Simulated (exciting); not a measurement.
Wanted: the native input for an exciting (release sodium) run.

- Task: band structure
- Functional: PBE
- Potentials or basis: all-electron LAPW+lo, shipped species files, valence relativity iora*
- rgkmax: 9
- k mesh: 9 × 9 × 9
- Occupations: fermi-dirac, width 0.05 eV
- Spin: no spin polarisation
- outputlevel: high
- gmaxvr (cutoff of density and potential): 14 1/bohr
- lmaxapw (and lmaxmat): 10
- lmaxvr: 8
- nempty: 8
- Valence relativity: iora*
- epsengy: 1e-05 Ha
- epspot: 1e-05 Ha
- maxscl: 60
- Muffin-tin radii: I 2.3 bohr

The system is I.

```
I
1.0
     0.00000    2.36560    3.90984
     2.19225    0.00000    3.90984
     2.19225    2.36560    0.00000
I
1
Direct
  0.00000 0.00000 0.00000
```

The input as run:

input.xml

```xml
<input>
  <title>I</title>
  <structure speciespath="./" tshift="false">
    <crystal scale="1">
      <basevect>0.000000000000 4.470336957185 7.388527041307</basevect>
      <basevect>4.142743530015 0.000000000000 7.388527041307</basevect>
      <basevect>4.142743530015 4.470336957185 0.000000000000</basevect>
    </crystal>
    <species speciesfile="I.xml" rmt="2.3">
      <atom coord="0.000000000000 0.000000000000 0.000000000000"/>
    </species>
  </structure>
  <groundstate do="fromscratch" ngridk="9 9 9" rgkmax="9" gmaxvr="14" lmaxapw="10" lmaxmat="10" lmaxvr="8" xctype="GGA_PBE" stype="Fermi Dirac" swidth="0.00183747" nempty="8" ValenceRelativity="iora*" epsengy="1e-05" epspot="1e-05" maxscl="60" outputlevel="high"/>
  <properties>
    <bandstructure>
      <plot1d>
        <path steps="80">
          <point coord="0 0 0" label="G"/>
          <point coord="0.5 0 0.5" label="Y"/>
          <point coord="0.5 0.1138942365 0.6138942365" label="C"/>
          <point coord="0.0504161431 0.5 0.5504161431" label="D"/>
          <point coord="0 0.5 0.5" label="X"/>
          <point coord="0 0 0" label="G"/>
          <point coord="0.5 0.5 0" label="Z"/>
          <point coord="0.9495838569 0.5 0.4495838569" label="D1"/>
          <point coord="0.8622775204 0.3622775204 0.5" label="H"/>
          <point coord="0.5 0.1138942365 0.6138942365" label="C" breakafter="true"/>
          <point coord="0.5 0.8861057635 0.3861057635" label="C1"/>
          <point coord="0.5 0.5 0" label="Z" breakafter="true"/>
          <point coord="0 0.5 0.5" label="X"/>
          <point coord="0.1377224796 0.6377224796 0.5" label="H1" breakafter="true"/>
          <point coord="0.8622775204 0.3622775204 0.5" label="H"/>
          <point coord="0.5 0 0.5" label="Y" breakafter="true"/>
          <point coord="0.5 0.5 0.5" label="L"/>
          <point coord="0 0 0" label="G"/>
        </path>
      </plot1d>
    </bandstructure>
  </properties>
</input>
```

Potentials or basis: all-electron LAPW+lo, shipped species files, valence relativity iora*.

Run with:

```sh
$ OMP_NUM_THREADS=1 exciting_smp
```

It gave:

```
Band gap on the k mesh                            : none (metal or under the smearing width)
All electrons inside the program's atomic spheres : I 49.85 (radii I 2.3 bohr)
```

Caveat: the log's total energy holds no entropy term; the free energy is that total less TS from the occupations; spin-orbit coupling is left out, which moves the levels of the heavy elements; an odd number of electrons without spin polarisation forces a metal; a magnetic or distorted state may lie lower.

It took 100 s on 1 thread of Arm Neoverse V2 (shared host), peak memory 0.11 GiB.
